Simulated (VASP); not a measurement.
# SiNi (P2_13) in VASP: settings compared

Aim: see how the results for SiNi move with the level of theory and the settings. Levels: LDA, PBEsol. Tasks: relaxation of the atoms, relaxation of cell and atoms.

All numbers are computed with VASP 6.6.1; they aren't measurements. Logs are shortened: lines on timing, memory, paths and dates and some standing lists are left out, and cuts for length are marked.

## (1) The structure

The structure is cubic, space group P2_13 (No. 198). The conventional cell has a = 4.504 Å, b = 4.504 Å, c = 4.504 Å, α = 90.00°, β = 90.00°, γ = 90.00°. Si (site symmetry 3) is surrounded by 7 Ni at 2.36 to 2.44 Å. Ni (site symmetry 3) is surrounded by 7 Si at 2.36 to 2.44 Å.

The cell is a database's computed one.

## (2) Relaxation of the atoms, LDA (a relaxed cell with its volume scaled by 1.04)

The input, INCAR:

```
PREC = Accurate
ENCUT = 600
EDIFF = 1E-7
ISMEAR = 1
SIGMA = 0.1
LREAL = False
LASPH = True
NELM = 80
ALGO = Normal
ISIF = 2
LWAVE = False
LCHARG = False
IBRION = 2
NSW = 40
EDIFFG = -0.01
KPAR = 4
```

The input, KPOINTS:

```
regular mesh
0
Gamma
  8 8 8
```

The input, POSCAR:

```
SiNi                                    
1.0
    4.4911072458     -0.0000000000      0.0000000000
    0.0000000000      4.4911072458      0.0000000000
    0.0000000000      0.0000000000      4.4911072458
  Si              Ni            
     4     4
Direct
     0.6536853891326403    0.1536853891326403    0.3463146108673597
     0.1536853891326403    0.3463146108673597    0.6536853891326403
     0.3463146108673597    0.6536853891326403    0.1536853891326403
     0.8463146108673597    0.8463146108673597    0.8463146108673597
     0.3507374030276670    0.8507374030276671    0.6492625969723329
     0.8507374030276671    0.6492625969723329    0.3507374030276670
     0.6492625969723329    0.3507374030276670    0.8507374030276671
     0.1492625969723329    0.1492625969723329    0.1492625969723329
```

Potentials or basis: VASP PAW LDA potentials, release 64 (Si, Ni).

On the command line:

```bash
$ cat potpaw_LDA.64/Si/POTCAR potpaw_LDA.64/Ni/POTCAR > POTCAR
$ mpirun -np 4 vasp_std > vasp.out
```

OUTCAR:

```text
PREC = Accurate
   ENCUT = 600
   EDIFF = 1E-7
   ISMEAR = 1
   LREAL = False
   LASPH = True
   NELM = 80
   ISIF = 2
   IBRION = 2
   NSW = 40
   EDIFFG = -0.01

 ion  position               nearest neighbor table
   1  0.654  0.154  0.346-   5 2.36   6 2.40   7 2.40   8 2.40   7 2.43   6 2.43   8 2.43   2 2.77
                             4 2.77   3 2.77   3 2.77   2 2.77   4 2.77
   2  0.154  0.346  0.654-   6 2.36   5 2.40   7 2.40   8 2.40   5 2.43   8 2.43   7 2.43   1 2.77
                             3 2.77   3 2.77   4 2.77   1 2.77   4 2.77
   3  0.346  0.654  0.154-   7 2.36   6 2.40   5 2.40   8 2.40   6 2.43   5 2.43   8 2.43   1 2.77
                             2 2.77   2 2.77   1 2.77   4 2.77   4 2.77
   4  0.846  0.846  0.846-   8 2.36   6 2.40   7 2.40   5 2.40   7 2.43   6 2.43   5 2.43   2 2.77
                             3 2.77   1 2.77   1 2.77   2 2.77   3 2.77
   5  0.351  0.851  0.649-   1 2.36   2 2.40   3 2.40   4 2.40   3 2.43   2 2.43   4 2.43   8 2.77
                             8 2.77   6 2.77   7 2.77   7 2.77   6 2.77
   6  0.851  0.649  0.351-   2 2.36   1 2.40   3 2.40   4 2.40   1 2.43   4 2.43   3 2.43   8 2.77
                             5 2.77   7 2.77   8 2.77   7 2.77   5 2.77
   7  0.649  0.351  0.851-   3 2.36   2 2.40   1 2.40   4 2.40   2 2.43   1 2.43   4 2.43   8 2.77
                             5 2.77   6 2.77   6 2.77   5 2.77   8 2.77
   8  0.149  0.149  0.149-   4 2.36   2 2.40   3 2.40   1 2.40   3 2.43   2 2.43   1 2.43   5 2.77
                             6 2.77   7 2.77   5 2.77   6 2.77   7 2.77

  LATTYP: Found a simple cubic cell.
 ALAT       =     4.4911072458

  Lattice vectors:

 A1 = (   4.4911072458,   0.0000000000,   0.0000000000)
 A2 = (   0.0000000000,   4.4911072458,   0.0000000000)
 A3 = (   0.0000000000,   0.0000000000,   4.4911072458)

Analysis of symmetry for initial positions (statically):
=====================================================================
 Subroutine PRICEL returns:
 Original cell was already a primitive cell.

 Routine SETGRP: Setting up the symmetry group for a
 simple cubic supercell.

 Subroutine GETGRP returns: Found 12 space group operations
 (whereof  3 operations were pure point group operations)
 out of a pool of 48 trial point group operations.

The static configuration has the point symmetry C_3 .
 The point group associated with its full space group is T   .

Analysis of symmetry for dynamics (positions and initial velocities):
=====================================================================
 Subroutine PRICEL returns:
 Original cell was already a primitive cell.

 Routine SETGRP: Setting up the symmetry group for a
 simple cubic supercell.

 Subroutine GETGRP returns: Found 12 space group operations
 (whereof  3 operations were pure point group operations)
 out of a pool of 48 trial point group operations.

The dynamic configuration has the point symmetry C_3 .
 The point group associated with its full space group is T   .

 Subroutine INISYM returns: Found 12 space group operations
 (whereof  3 operations are pure point group operations),
 and found     1 'primitive' translations

----------------------------------------------------------------------------------------

                                     Primitive cell

  volume of cell :      90.5858

  direct lattice vectors                    reciprocal lattice vectors
     4.491107246  0.000000000  0.000000000     0.222662240  0.000000000  0.000000000
     0.000000000  4.491107246  0.000000000     0.000000000  0.222662240  0.000000000
     0.000000000  0.000000000  4.491107246     0.000000000  0.000000000  0.222662240

  length of vectors
     4.491107246  4.491107246  4.491107246     0.222662240  0.222662240  0.222662240

  position of ions in fractional coordinates (direct lattice)
     0.653685389  0.153685389  0.346314611
     0.153685389  0.346314611  0.653685389
     0.346314611  0.653685389  0.153685389
     0.846314611  0.846314611  0.846314611
     0.350737403  0.850737403  0.649262597
     0.850737403  0.649262597  0.350737403
     0.649262597  0.350737403  0.850737403
     0.149262597  0.149262597  0.149262597

  ion indices of the primitive-cell ions
   primitive index   ion index
                 1           1
                 2           2
                 3           3
                 4           4
                 5           5
                 6           6
                 7           7
                 8           8

----------------------------------------------------------------------------------------

 KPOINTS: regular mesh

Automatic generation of k-mesh.
 Grid dimensions read from file:
 generate k-points for:    8    8    8

 Generating k-lattice:

  Cartesian coordinates                     Fractional coordinates (reciprocal lattice)
     0.027832780  0.000000000  0.000000000     0.125000000  0.000000000  0.000000000
     0.000000000  0.027832780  0.000000000     0.000000000  0.125000000  0.000000000
     0.000000000  0.000000000  0.027832780     0.000000000  0.000000000  0.125000000

  Length of vectors
     0.027832780  0.027832780  0.027832780

  Shift w.r.t. Gamma in fractional coordinates (k-lattice)
     0.000000000  0.000000000  0.000000000

 Subroutine IBZKPT returns following result:
 ===========================================

 Found     45 irreducible k-points:

 Following reciprocal coordinates:
            Coordinates               Weight
  0.000000  0.000000  0.000000      1.000000
  0.125000  0.000000  0.000000      6.000000
  0.250000  0.000000  0.000000      6.000000
  0.375000  0.000000  0.000000      6.000000
  0.500000  0.000000  0.000000      3.000000
  0.125000  0.125000  0.000000     12.000000
[... 16 lines left out ...]
  0.250000  0.125000  0.125000     24.000000
  0.375000  0.125000  0.125000     24.000000
 [... further k-points ...]
   k-points           NKPTS =     45   k-points in BZ     NKDIM =     45   number of bands    NBANDS=     33
   number of dos      NEDOS =    301   number of ions     NIONS =      8
   total plane-waves  NPLWV =  46656
   dimension x,y,z NGX =    36 NGY =   36 NGZ =   36
   dimension x,y,z NGXF=    72 NGYF=   72 NGZF=   72
   ions per type =               4   4
   NGX,Y,Z   is equivalent  to a cutoff of  13.33, 13.33, 13.33 a.u.
   NGXF,Y,Z  is equivalent  to a cutoff of  26.65, 26.65, 26.65 a.u.
 SYSTEM =  unknown system
   PREC   = accura    normal or accurate (medium, high low for compatibility)
   ISTART =      0    job   : 0-new  1-cont  2-samecut
   ICHARG =      2    charge: 1-file 2-atom 10-const
   ISPIN  =      1    spin polarized calculation?
   LNONCOLLINEAR =      F non collinear calculations
   LSORBIT =      F    spin-orbit coupling
   LASPH  =      T    aspherical Exc in radial PAW
   ENCUT  =  600.0 eV  44.10 Ry    6.64 a.u.   8.97  8.97  8.97*2*pi/ulx,y,z
   NELM   =     80;   NELMIN=  2; NELMDL= -5     # of ELM steps
   EDIFF  = 0.1E-06   stopping-criterion for ELM
   LREAL  =      F    real-space projection
   EDIFFG = -.1E-01   stopping-criterion for IOM
   NSW    =     40    number of steps for IOM
   IBRION =      2    ionic relax: 0-MD 1-quasi-New 2-CG
   NFREE  =      1    steps in history (QN), initial steepest desc. (CG)
   ISIF   =      2    stress and relaxation
   ISYM   =      2    0-nonsym 1-usesym 2-fastsym
   POTIM  = 0.5000    time-step for ionic-motion
   TEBEG  =    0.0;   TEEND  =   0.0 temperature during run
   PSTRESS=    0.0 pullay stress
   NELECT =      56.0000    total number of electrons
   NUPDOWN=      -1.0000    fix difference up-down
   EMIN   =  10.00;   EMAX   =-10.00  energy-range for DOS
   EFERMI =   0.00;   METHOD = LEGACY
   ISMEAR =     1;   SIGMA  =   0.10  broadening in eV -4-tet -1-fermi 0-gaus
   EFERMI_NEDOS =   21; number of points for ismear=-14 and -15
   IALGO  =     38    algorithm
   IMIX   =      4    mixing-type and parameters
     AMIX     =   0.40;   BMIX     =  1.00
     AMIX_MAG =   1.60;   BMIX_MAG =  1.00
  volume/ion in A,a.u.               =      11.32        76.41
  Fermi-wavevector in a.u.,A,eV,Ry     =   1.394603  2.635418 26.462228  1.944919
  Thomas-Fermi vector in A             =   2.518137
   LORBIT       =      0    0 simple, 1 ext, 2 COOP (PROOUT), +10 PAW based schemes
   GGA     = CA    functional components
   LHFCALC =     F    Hartree Fock is set to
   AEXX    =    0.0000 exact exchange contribution
   IVDW    =     0    specifies the selected vdW correction
   LEPSILON=     F    determine dielectric tensor
   LRPA    =     F    only Hartree local field effects (RPA)
 conjugate gradient relaxation of ions
 non-spin polarized calculation
 Methfessel and Paxton  Order N= 1 SIGMA  =   0.10
  energy-cutoff  :      600.00
  volume of cell :       90.59
 maximum number of plane-waves:      3050
   NGX = 17   NGY = 17   NGZ = 17

--------------------------------------- Ionic step        1  -------------------------------------------

 number of electron      56.0000002 magnetization

 Free energy of the ion-electron system (eV)
  ---------------------------------------------------
  ext. energy  EPLUGINS =         0.00000000
  ---------------------------------------------------
  free energy    TOTEN  =       -54.18609256 eV

  energy without entropy =      -54.18970411  energy(sigma->0) =      -54.18729641

------------------------ aborting loop because EDIFF is reached ----------------------------------------

  FORCE on cell =-STRESS in cart. coord.  units (eV):
  Direction    XX          YY          ZZ          XY          YZ          ZX
  --------------------------------------------------------------------------------------
  -------------------------------------------------------------------------------------
  Total       -4.3090701     -4.3090701     -4.3090701      0.0000000     -0.0000000      0.0000000
  in kB      -76.2138439    -76.2138439    -76.2138439      0.0000000     -0.0000000      0.0000000
  external PRESSURE =     -76.2138439 kB  Pullay stress =       0.0000000 kB
[... 111 lines left out ...]
  energy  without entropy=      -54.1902366437  energy(sigma->0) =      -54.18787271

--------------------------------------- Ionic step        4  -------------------------------------------

 number of electron      56.0000031 magnetization

 Free energy of the ion-electron system (eV)
  ---------------------------------------------------
  ext. energy  EPLUGINS =         0.00000000
  ---------------------------------------------------
  free energy    TOTEN  =       -54.18674832 eV

  energy without entropy =      -54.19028614  energy(sigma->0) =      -54.18792759

 E-fermi :  11.8866     XC(G=0): -12.8052

 val. band max:       11.8809791511   @ k =   0.2500   0.2500   0.2500
 cond. band min:      11.9359723411   @ k =   0.2500   0.0000   0.0000
 fundamental gap:      0.0549931899
 Fermi energy:        11.8865667528

 k-point     1 :       0.0000    0.0000    0.0000
  band No.  band energies     occupation
      1      -2.2892      2.00000
      2       3.1221      2.00000
      3       3.1221      2.00000
      4       3.1221      2.00000
      5       5.6268      2.00000
      6       5.6268      2.00000
[... 853 lines left out ...]
     32      13.6374     -0.00000
     33      14.0434      0.00000

 [... further k-points ...]

------------------------ aborting loop because EDIFF is reached ----------------------------------------

  FORCE on cell =-STRESS in cart. coord.  units (eV):
  Direction    XX          YY          ZZ          XY          YZ          ZX
  --------------------------------------------------------------------------------------
  -------------------------------------------------------------------------------------
  Total       -4.2831303     -4.2831303     -4.2831303     -0.0000000     -0.0000000      0.0000000
  in kB      -75.7550501    -75.7550501    -75.7550501     -0.0000000     -0.0000000      0.0000000
  external PRESSURE =     -75.7550501 kB  Pullay stress =       0.0000000 kB
[... 23 lines left out ...]
  FREE ENERGIE OF THE ION-ELECTRON SYSTEM (eV)
  ---------------------------------------------------
  free  energy   TOTEN  =       -54.1867483202 eV

  energy  without entropy=      -54.1902861353  energy(sigma->0) =      -54.18792759

 reached required accuracy - stopping structural energy minimisation
```

Wall time 46 s (4 MPI ranks of Intel Xeon 6975P-C (Granite Rapids), shared host); peak memory 0.26 GiB.

What came out:

```
Free energy                  : -54.1867 eV
Energy gained by relaxing    : 0.1 meV/atom
Ionic steps                  : 4
Pressure after relaxing      : -7.6 GPa
Largest force after relaxing : 0.005 eV/Å
Band gap on the k mesh       : none (metal or under the smearing width)
```

Forces on the atoms (eV/Å):
```
Si  -0.003 -0.003  0.003
Si  -0.003  0.003 -0.003
Si   0.003 -0.003 -0.003
Si   0.003  0.003  0.003
Ni   0.002  0.002 -0.002
Ni   0.002 -0.002  0.002
Ni  -0.002  0.002  0.002
Ni  -0.002 -0.002 -0.002
```

Step by step:
```
step  energy change (eV)  largest force (eV/Å)  pressure (GPa)
   1              0.0000                0.0328           -7.62
   2             -0.0003                0.0269           -7.64
   3             -0.0006                0.0134           -7.60
   4             -0.0007                0.0053           -7.58
```

Final structure:
```
Si Ni
1.0
     4.49111    0.00000    0.00000
     0.00000    4.49111    0.00000
     0.00000    0.00000    4.49111
Si Ni
4 4
Direct
  0.65412 0.15412 0.34588
  0.15412 0.34588 0.65412
  0.34588 0.65412 0.15412
  0.84588 0.84588 0.84588
  0.35170 0.85170 0.64830
  0.85170 0.64830 0.35170
  0.64830 0.35170 0.85170
  0.14830 0.14830 0.14830
```

## (3) Relaxation of the atoms, LDA (a relaxed cell with its volume scaled by 1.06)

INCAR is that of step 2.

KPOINTS is that of step 2.

POSCAR, as its differences from that of step 2:

```diff
@@ -2,5 +2,5 @@
 1.0
-    4.4911072458     -0.0000000000      0.0000000000
-    0.0000000000      4.4911072458      0.0000000000
-    0.0000000000      0.0000000000      4.4911072458
+    4.5197137957     -0.0000000000      0.0000000000
+    0.0000000000      4.5197137957      0.0000000000
+    0.0000000000      0.0000000000      4.5197137957
   Si              Ni
```

Potentials or basis: VASP PAW LDA potentials, release 64 (Si, Ni).

On the command line:

```bash
$ cat potpaw_LDA.64/Si/POTCAR potpaw_LDA.64/Ni/POTCAR > POTCAR
$ mpirun -np 4 vasp_std > vasp.out
```

It took 54 s on 4 MPI ranks of Intel Xeon 6975P-C (Granite Rapids), shared host; peak memory 0.26 GiB.

It converged, with:

| Property | Result |
| --- | --- |
| Free energy | -54.0874 eV |
| Energy gained by relaxing | 0.2 meV/atom |
| Ionic steps | 5 |
| Pressure after relaxing | -10.7 GPa |
| Largest force after relaxing | 0.010 eV/Å |
| Band gap on the k mesh | none (metal or under the smearing width) |

Forces in eV/Å, atoms in the order of the input:
```
Si  -0.006 -0.006  0.006
Si  -0.006  0.006 -0.006
Si   0.006 -0.006 -0.006
Si   0.006  0.006  0.006
Ni   0.004  0.004 -0.004
Ni   0.004 -0.004  0.004
Ni  -0.004  0.004  0.004
Ni  -0.004 -0.004 -0.004
```

The path:
| step | energy change (eV) | largest force (eV/Å) | pressure (GPa) |
| --- | --- | --- | --- |
| 1 | 0.0000 | 0.0446 | -10.83 |
| 2 | -0.0005 | 0.0380 | -10.82 |
| 3 | -0.0013 | 0.0185 | -10.78 |
| 4 | -0.0013 | 0.0216 | -10.77 |
| 5 | -0.0015 | 0.0100 | -10.74 |

Final structure:
```yaml
crystal:
  lattice:
    - [4.51971, 0.00000, 0.00000]
    - [0.00000, 4.51971, 0.00000]
    - [0.00000, 0.00000, 4.51971]
  atoms:
    - { symbol: Si, position: [0.65443, 0.15443, 0.34557] }
    - { symbol: Si, position: [0.15443, 0.34557, 0.65443] }
    - { symbol: Si, position: [0.34557, 0.65443, 0.15443] }
    - { symbol: Si, position: [0.84557, 0.84557, 0.84557] }
    - { symbol: Ni, position: [0.35222, 0.85222, 0.64778] }
    - { symbol: Ni, position: [0.85222, 0.64778, 0.35222] }
    - { symbol: Ni, position: [0.64778, 0.35222, 0.85222] }
    - { symbol: Ni, position: [0.14778, 0.14778, 0.14778] }
```

Levels at points of the mesh, in eV from the Fermi level:
```tsv
k point	band 24	band 25	band 26	band 27	band 28	band 29	band 30	band 31	band 32	band 33
(0.00, 0.00, 0.00)	-2.19	-1.55	-1.55	-1.55	0.99	0.99	0.99	1.45	1.45	2.06
(0.50, 0.00, 0.00)	-2.06	-1.91	-1.91	-0.55	-0.55	-0.18	-0.18	2.76	2.76	2.91
(0.50, 0.50, 0.00)	-2.35	-1.45	-1.45	-0.91	-0.91	0.35	0.35	0.90	0.90	3.95
(0.50, 0.50, 0.50)	-2.57	-1.71	-1.71	-1.71	-1.71	4.12	4.12	4.12	4.12	4.51
```

Spin polarisation is off, so any magnetic state and its effect on volume and gap are missing.

[end of part 1 of 2]
